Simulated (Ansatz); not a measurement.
SiO2 with one atom moved — field gradients at the nuclei

The cell is a computed structure from the Materials Project (it need not be an observed phase), relaxed with PBE at fixed cell and then changed (atom 15 (O) moved by 0.15 Å).

```xyz
18
Lattice="-4.4585 4.4585 4.4585 4.4585 -4.4585 4.4585 4.4585 4.4585 -4.4585" Properties=species:S:1:pos:R:3 pbc="T T T"
Si    2.2292    0.0000    4.4585
Si    0.0000    2.2292    4.4585
Si    4.4585    0.0000    2.2292
Si    4.4585    2.2292    0.0000
Si    2.2292    4.4585    0.0000
Si    0.0000    4.4585    2.2292
O    -1.3039    1.3039    4.7489
O     4.1680    1.3039    1.3039
O    -1.3039    4.7489    1.3039
O     1.3039   -1.3039    4.7489
O     4.7489   -1.3039    1.3039
O     1.3039    4.1680    1.3039
O     1.3039    1.3039    4.1680
O     4.7489    1.3039   -1.3039
O     1.4539    4.7489   -1.3039
O     3.1546    3.1546   -0.2904
O    -0.2904    3.1546    3.1546
O     3.1546   -0.2904    3.1546
```

Sites (sets of like atoms) are named by element and the number of their first atom in this list.

Computed with Ansatz: DFT, PBE, plane waves and PAW (field gradients read without the response of the frozen cores, which leaves them typically 4 to 6 % off), scalar-relativistic, 420 eV cutoff, Γ-centred 4×4×4 k-points, Fermi–Dirac smearing 0.02 eV.

C_Q = eQV_zz/h, which is 24.18 MHz for Q = 1 b and V_zz = 10²¹ V/m²; η = (V_xx − V_yy)/V_zz.

¹⁷O: I = 5/2, Q = -25.58 mb. Nuclear quadrupole moments: year-2017 set (Pyykkö).

```
site  atoms (order as listed)                      first shell  V_zz (10²¹ V/m²)     η  C_Q (MHz)
 Si1                        1                    4 O at 1.63 Å             -0.73  0.20          –
 Si2                        2                    4 O at 1.63 Å             -0.73  0.19          –
 Si3                        3               4 O at 1.63–1.75 Å              1.97  0.37          –
 Si4                        4                    4 O at 1.63 Å             -0.74  0.26          –
 Si5                        5               4 O at 1.54–1.63 Å             -1.89  0.35          –
 Si6                        6                    4 O at 1.63 Å             -0.73  0.01          –
  O7                        7       2 Si at 1.63 Å, angle 152°             10.38  0.14      -6.42
  O8                        8       2 Si at 1.63 Å, angle 152°             10.52  0.10      -6.51
  O9                        9       2 Si at 1.63 Å, angle 152°             10.40  0.12      -6.43
 O10                       10       2 Si at 1.63 Å, angle 152°             10.44  0.12      -6.46
 O11                       11       2 Si at 1.63 Å, angle 152°             10.63  0.12      -6.57
 O12                       12       2 Si at 1.63 Å, angle 152°             10.27  0.12      -6.35
 O13                       13       2 Si at 1.63 Å, angle 152°             10.46  0.12      -6.47
 O14                       14       2 Si at 1.63 Å, angle 152°             10.40  0.12      -6.43
 O15                       15  2 Si at 1.54–1.75 Å, angle 146°             10.07  0.28      -6.23
 O16                       16       2 Si at 1.63 Å, angle 152°             10.14  0.13      -6.27
 O17                       17       2 Si at 1.63 Å, angle 152°             10.40  0.12      -6.43
 O18                       18       2 Si at 1.63 Å, angle 152°             10.42  0.18      -6.44
```

At O7, O8, O9, O10, O11 and O12 and others V_zz runs parallel to the line that joins its two neighbours (within 6°) in each case. At Si5 V_zz points along its shortest bond, to O (within 4°).

Si has no stable isotope with a ground-state quadrupole moment in the table, so no C_Q is given.

The atoms aren't relaxed after the move (largest force 5.7 eV/Å).
